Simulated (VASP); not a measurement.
A run of VASP 6.6.1:

The input INCAR:

```
SYSTEM = MnF2
ALGO = Normal
AMIX = 0.2
AMIX_MAG = 0.8
BMIX = 1E-4
BMIX_MAG = 1E-4
EDIFF = 1E-6
EDIFFG = -0.01
ENCUT = 600
GGA = PE
IBRION = 2
ISIF = 3
ISMEAR = 0
ISPIN = 2
KPAR = 2
LASPH = .TRUE.
LCHARG = .FALSE.
LDAU = .TRUE.
LDAUJ = 0 0
LDAUL = 2 -1
LDAUPRINT = 1
LDAUTYPE = 2
LDAUU = 3.9 0
LMAXMIX = 4
LORBIT = 11
LREAL = .FALSE.
LWAVE = .FALSE.
MAGMOM = 5 -5 0 0 0 0
NELM = 150
NSW = 90
PREC = Accurate
SIGMA = 0.03
```

KPOINTS

```
k-points
0
G
  6 6 8
  0 0 0
```

Contents of POSCAR:

```
MnF2
1.0
    4.8738000000      0.0000000000      0.0000000000
    0.0000000000      4.8738000000      0.0000000000
    0.0000000000      0.0000000000      3.3107000000
Mn F
2 4
Direct
    0.0000000000      0.0000000000      0.0000000000
    0.5000000000      0.5000000000      0.5000000000
    0.3053000000      0.3053000000      0.0000000000
    0.1947000000      0.8053000000      0.5000000000
    0.6947000000      0.6947000000      0.0000000000
    0.8053000000      0.1947000000      0.5000000000
```

Potentials or basis: VASP PAW PBE potentials, release 64 (Mn_pv, F).

The run is started by

```bash
$ cat potpaw_PBE.64/Mn_pv/POTCAR potpaw_PBE.64/F/POTCAR > POTCAR
$ mpirun -np 2 vasp_std > vasp.out
```

Hardware: 2 MPI ranks on AMD EPYC 9R45 96-Core Processor (Zen 5), on a shared host.

Task: How long does it take, and how much memory?

Result: It took 7.4 min on 2 MPI ranks on AMD EPYC 9R45 96-Core Processor (Zen 5), with other jobs on the host, peak memory 0.36 GiB a rank. Counts: scf iterations 84, k points 50, ion steps 10.
